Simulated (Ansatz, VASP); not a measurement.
**Two plane-wave programs on Ca**

File INCAR:

```
PREC = Accurate
ENCUT = 520
EDIFF = 1E-8
ISMEAR = -1
SIGMA = 0.03
LREAL = F
LASPH = T
NELM = 60
ALGO = Normal
ISIF = 2
LWAVE = F
LCHARG = F
GGA = PE
LEFG = T
NBANDS = 11
```

Contents of KPOINTS:

```
Automatic mesh
0
Gamma
  11 11 11
```

The input POSCAR:

```
Ca
1.0
    0.0000000000      2.7894854390      2.7894854390
    2.7894854390      0.0000000000      2.7894854390
    2.7894854390      2.7894854390      0.0000000000
Ca
1
Direct
    0.0000000000      0.0000000000      0.0000000000
```

Input for Ansatz:

```yaml
crystal:
  lattice:
    - [0.0, 2.789485439, 2.789485439]
    - [2.789485439, 0.0, 2.789485439]
    - [2.789485439, 2.789485439, 0.0]
  atoms:
    - { symbol: Ca, position: [0.0, 0.0, 0.0] }
kpoints:
  mp_grid: { grid: [11, 11, 11] }
scf:
  occupations: { method: fermi_dirac, width: 0.03 }
hamiltonian:
  xc: pbe
  pseudopotentials: { kind: paw }
output:
  forces: true
  stress: true
  eigenvalues: true
  efg: { contact_densities: true }
  write_density: true
  write_potential: true
  elf: true
  volumetric_format: npy
```

Change from the starting cell: volume scaled by 1.03, PAW files.

Alike in both runs: task electric field gradients; functional PBE; k mesh 11 × 11 × 11; occupations fermi-dirac, width 0.03 eV; no spin polarisation.

|  | VASP | Ansatz |
| --- | --- | --- |
| version | VASP 6.6.1 | Ansatz 0.2.0 |
| potentials or method | VASP PAW PBE potentials, release 64 (Ca_sv) | PAW with Ansatz's default frozen-core files, scalar-relativistic |
| plane-wave cutoff (eV) | 520 | 420 |
| valence electrons in the cell | 10 | 10 |

|  | VASP | Ansatz | Ansatz less VASP |
| --- | --- | --- | --- |
| pressure (GPa) | -0.5 | -0.5 | -0.01 |
| Vzz of the field gradient on the site that differs most (V/Å²) | 0.0 | 0.0 | 0.00 |
